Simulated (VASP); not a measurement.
Crystal: CoO.

```
Co O
1.0
     2.85630    0.00000    0.00000
    -1.42815    2.47363    0.00000
     0.00000    0.00000    2.78761
Co O
1 1
Direct
  0.00000 0.00000 0.00000
  0.66667 0.33333 0.50000
```

Measurements of this composition are mostly on another form, of space group No. 225.

Base run:

* Program: VASP 6.6.1
* Functional: LDA
* Potentials or basis: VASP PAW LDA potentials, release 64 (Co, O)
* Cutoff: 520 eV
* k mesh: 8 × 8 × 7
* Occupations: gaussian, width 0.05 eV
* Spin: collinear spin, ferromagnetic start
* Starting moments: [2.0, 0.0] μB
* Hubbard terms: Co d U = 6 eV

Its results: pressure -21.9 GPa; site moments Co +2.74; O +0.25 μB.

Q: The run is repeated on the same cell with these changes: further incar settings from ALGO = Fast; EDIFF = 1e-07; NBANDS = 18 to ALGO = Normal; EDIFF = 1e-07; NBANDS = 18; fixed moment from none to 0 μB. What comes out?

A: Pressure -25.5 GPa; site moments Co +0.10; O -0.08 μB.

Caveats: a cell with one magnetic atom can't hold antiferromagnetic order, which such compounds often take (some runs); the moment is held away from its start (some runs); the total moment is fixed, so each spin has its own Fermi level (some runs).
